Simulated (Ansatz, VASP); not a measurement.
# MgS: VASP beside Ansatz

Contents of POSCAR:

```
MgS
1.0
    0.0349141477      2.8657909866      2.8657909866
    2.8657909866      0.0349141477      2.8657909866
    2.8657909866      2.8657909866      0.0349141477
Mg S
1 1
Direct
    0.0010744721      0.0010744721      0.0010744721
    0.2489255279      0.2489255279      0.2489255279
```

The input INCAR.step1:

```
PREC = Accurate
ENCUT = 520
ISMEAR = 0
SIGMA = 0.01
LREAL = F
LASPH = T
NELM = 80
NBANDS = 11
GGA = PE
ALGO = Normal
EDIFF = 1E-4
LWAVE = T
LCHARG = F
```

INCAR.step2

```
PREC = Accurate
ENCUT = 520
EDIFF = 1E-7
ISMEAR = 0
SIGMA = 0.01
LREAL = F
LASPH = T
NELM = 80
ALGO = Normal
ISIF = 2
LWAVE = F
LCHARG = T
METAGGA = R2SCAN
LMIXTAU = T
LELF = T
LVHAR = T
NBANDS = 11
ISTART = 1
```

Contents of KPOINTS:

```
regular mesh
0
Gamma
  8 8 8
```

Input for Ansatz:

```yaml
crystal:
  lattice:
    - [0.0349141477, 2.8657909866, 2.8657909866]
    - [2.8657909866, 0.0349141477, 2.8657909866]
    - [2.8657909866, 2.8657909866, 0.0349141477]
  atoms:
    - { symbol: Mg, position: [0.0010744721, 0.0010744721, 0.0010744721] }
    - { symbol: S, position: [0.2489255279, 0.2489255279, 0.2489255279] }
kpoints:
  mp_grid: { grid: [8, 8, 8] }
  band_path:
    path:
      - [0.0, 0.0, 0.0]
      - [-0.5, -0.5, 0.0]
      - [-0.375, -0.375, 0.25]
      - [-0.375, 0.0, 0.375]
      - [0.0, 0.0, 0.5]
      - [-0.5, -0.25, 0.25]
    npoints: 1
hamiltonian:
  xc: r2scan
scf:
  occupations: { method: fixed }
  n_extra_bands: 4
output:
  forces: true
  stress: true
  eigenvalues: true
```

Change from the starting cell: shear_111 strain +1.9%.

Alike in both runs: task single point; functional r2SCAN; k mesh 8 × 8 × 8; no spin polarisation.

```csv
,VASP,Ansatz
version,VASP 6.6.1,Ansatz 0.2.0
potentials or method,"VASP PAW PBE potentials, release 64 (Mg, S)","plane waves, PAW"
plane-wave cutoff (eV),520,500
occupations,"gaussian, width 0.01 eV",fixed
valence electrons in the cell,8,16
```

|  | VASP | Ansatz | Ansatz less VASP |
| --- | --- | --- | --- |
| gap on the k mesh at the Fermi level (eV) | 3.99 | 4.00 | +0.013 |
| pressure (GPa) | -1.3 | -1.1 | +0.28 |
| largest component of the traceless stress (GPa) | 0.40 | 0.40 | -0.003 |

The two sets of potentials don't hold the same shells in valence.

Caveats: the PAW data sets were made with another functional, which shifts forces and pressure a little (VASP). A k mesh can miss the band edges.
